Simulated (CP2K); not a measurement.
Runs of CP2K 2026.2 on MoS2. It takes space group R3m (No. 160, trigonal). Conventional cell: a = 3.160 Å, b = 3.160 Å, c = 18.450 Å, α = 90.00°, β = 90.00°, γ = 120.00°. Mo (site symmetry 3m) is surrounded by 6 S at 2.39 Å. Around S (site symmetry 3m) lie 3 Mo at 2.39 Å. Around S (site symmetry 3m) lie 3 Mo at 2.39 Å. Measurements of this composition are mostly on another form, of space group No. 194.

```csv
level,cutoff of the non-local correlation (Ry),D3 from the s-dftd3 library (D3_REFERENCE_CODE),cutoff radius of the dispersion sum (A),gap on the mesh (eV),pressure (GPa),largest force (eV/Å)
r2SCAN+rVV10,150 Ry,-,-,1.06,(a),0.64
r2SCAN+D3(BJ)+ATM,-,yes,20,1.08,(b),0.58
r2SCAN,-,-,-,1.08,5.6,0.57
r2SCAN+D4,-,-,20,1.08,4.3,0.58
r2SCAN+D3(BJ),-,yes,20,1.08,(c),0.58
```

Alike in all rows: task single point; potentials or basis POTENTIAL_UZH Mo GTH-SCAN-q14, S GTH-SCAN-q6; TZVP-MOLOPT-SCAN-GTH basis; no spin polarisation; cell as given; k mesh 10 × 10 × 10; smearing fermi-dirac 0.05 eV.

Problem. Fill in the values left out.

Solution. (a) 4.7; (b) 4.2; (c) 3.7.

Caveats: the basis of atomic orbitals isn't converged, which shifts pressures, moduli and gaps.

A k mesh can miss the band edges, and the runs leave out spin-orbit coupling on Mo.
